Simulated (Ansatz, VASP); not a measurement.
**Cd: VASP beside Ansatz**

```xyz
1
Lattice="1.6595 0.9581 2.4139 -1.6595 0.9581 2.4139 0.0000 -1.9163 2.4139" Properties=species:S:1:pos:R:3 pbc="T T T"
Cd    0.0000    0.0000    3.6209
```

Alike in both runs: functional PBE; k mesh 21 × 21 × 21; occupations gaussian, width 0.1 eV; no spin polarisation.

Ansatz relaxed the structure, and its values are those at the end. VASP's run is a single point on that final structure, the one shown.

|  | VASP | Ansatz |
| --- | --- | --- |
| version | VASP 6.6.1 | Ansatz 0.2.0 |
| potentials or method | VASP PAW PBE potentials, release 64 (Cd) | scalar-relativistic, plane waves, PAW |
| plane-wave cutoff (eV) | 520 | 420 |
| valence electrons in the cell | 12 | 20 |

|  | VASP | Ansatz | Ansatz less VASP |
| --- | --- | --- | --- |
| gap on the k mesh at the Fermi level (eV) | none | none | - |
| pressure (GPa) | 0.2 | 0.0 | -0.24 |

A gap of «none» marks a metal or a gap that the smearing closes. The two sets of potentials don't hold the same shells in valence.
